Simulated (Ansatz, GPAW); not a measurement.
This is a calculation of Cs for Ansatz 0.2.0. This isn't the form of Cs at room conditions, which is bcc.

input.yaml

```yaml
crystal:
  lattice:
    - [0.0, 3.94833574, 3.94833574]
    - [3.94833574, 0.0, 3.94833574]
    - [3.94833574, 3.94833574, 0.0]
  atoms:
    - { symbol: Cs, position: [0.0, 0.0, 0.0] }
hamiltonian:
  xc: pbesol
  pseudopotentials: { kind: paw }
kpoints:
  mp_grid: { grid: [6, 6, 6] }
scf:
  occupations: { method: gaussian, width: 0.1 }
output:
  forces: true
  stress: true
  eigenvalues: true
```

Potentials or basis: Ansatz PAW.

Run with:

```bash
$ ansatz run input.yaml --threads 1 --pin off --max-ram 3584MiB --backend cpu --events-out ev --progress --plain --runs-dir out
```

**Question.** What does the same run look like in GPAW 26.7.0 (ASE script)? Potentials or basis there: PAW data sets generated for this functional, cutoff 600 eV.

**Answer.** As run (cutoffs and basis follow the program's own potentials, and thresholds, step limits or extra output files can differ):

The input run.py:

```python
from ase.dft.bandgap import bandgap
from ase.io import read, write
from ase.units import GPa
from gpaw import GPAW, PW, setup_paths

setup_paths.insert(0, '.')

atoms = read('POSCAR')

calc = GPAW(mode=PW(600),
            xc='PBEsol',
            kpts={'size': (6, 6, 6), 'gamma': True},
            occupations={'name': 'methfessel-paxton', 'order': 0, 'width': 0.1},
            nbands=11,
            convergence={'density': 1e-05, 'energy': 1e-05},
            maxiter=150,
            txt='gpaw.txt')
atoms.calc = calc
energy = atoms.get_potential_energy()
forces = atoms.get_forces()
stress = atoms.get_stress()
calc.write('gs.gpw')
write('result.traj', atoms)
print(f'Energy: {energy:.6f} eV')
print('Forces (eV/A):')
print(forces.round(4))
print('Stress (GPa):', (stress / GPa).round(3))
print('Fermi level:', round(calc.get_fermi_level(), 4), 'eV')
print(f'Gap: {bandgap(calc)[0]:.4f} eV, direct: {bandgap(calc, direct=True)[0]:.4f} eV')
```

POSCAR

```
Cs
1.0
    0.0000000000      3.9483357400      3.9483357400
    3.9483357400      0.0000000000      3.9483357400
    3.9483357400      3.9483357400      0.0000000000
Cs
1
Direct
    0.0000000000      0.0000000000      0.0000000000
```

Potentials or basis: PAW data sets generated in the run's folder for this functional, pw.

The run is started by

```console
$ gpaw-setup -f PBEsol Cs
$ OMP_NUM_THREADS=1 python run.py
```

Both were run:

|  | Ansatz | GPAW |
| --- | --- | --- |
| Pressure | -0.2 GPa | -0.2 GPa |

Ansatz's pressure holds a Pulay term of +0.00 GPa for its cutoff of 420 eV, which the other run lacks.

Ansatz's potentials were made for PBE.

Where Ansatz's input types no cutoff or centring, it takes its own default and a Γ-centred mesh.

Pressure is positive in compression.
